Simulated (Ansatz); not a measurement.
Ni under changes of volume

One of the cells (10.492 Å³/atom); the others are scaled copies at fixed shape and fractional positions:

```
Ni
1.0
     0.00000    1.73757    1.73757
     1.73757    0.00000    1.73757
     1.73757    1.73757    0.00000
Ni
1
Direct
  0.00000 0.00000 0.00000
```

```yaml
Program: Ansatz 0.2.0
Functional: LDA
Potentials_or_basis: Ansatz PAW
Cutoff: "420 eV (not typed: the program's choice for these potentials)"
k_mesh: 13 × 13 × 13
Occupations: fermi-dirac, width 0.05 eV
Spin: collinear spin, ferromagnetic start
Starting_moments: "[1.0] μB"
```

| volume (Å³/atom) | energy over the lowest point (meV/atom) | pressure (GPa) |
| --- | --- | --- |
| 9.862 | 2.19 | 4.7 |
| 10.072 | 0.00 | -0.9 |
| 10.282 | 4.70 | -5.8 |
| 10.492 | ? | ? |
| 10.702 | 31.62 | -14.1 |
| 10.912 | 52.53 | -17.5 |
| 11.122 | 77.63 | -20.5 |

What does the run at 10.492 Å³/atom give?

Energy over the lowest point 15.46 meV/atom; pressure -10.2 GPa.

Worked out: A Birch-Murnaghan fit of order 3 (a polynomial in V^(-2/3)) to the other rows has its minimum at 10.03 Å³/atom with B0 = V·E''(V) = 257 GPa and B' = 4.9. It gives 15.47 meV/atom at 10.492 Å³/atom, against the run's 15.46, and -dE/dV = -10.4 GPa, against -10.2.

Energies are extrapolated to zero smearing.

Caveats: the PAW data sets come from PBE, with cores solved anew for the run's functional, which leaves a small shift of forces and pressure.
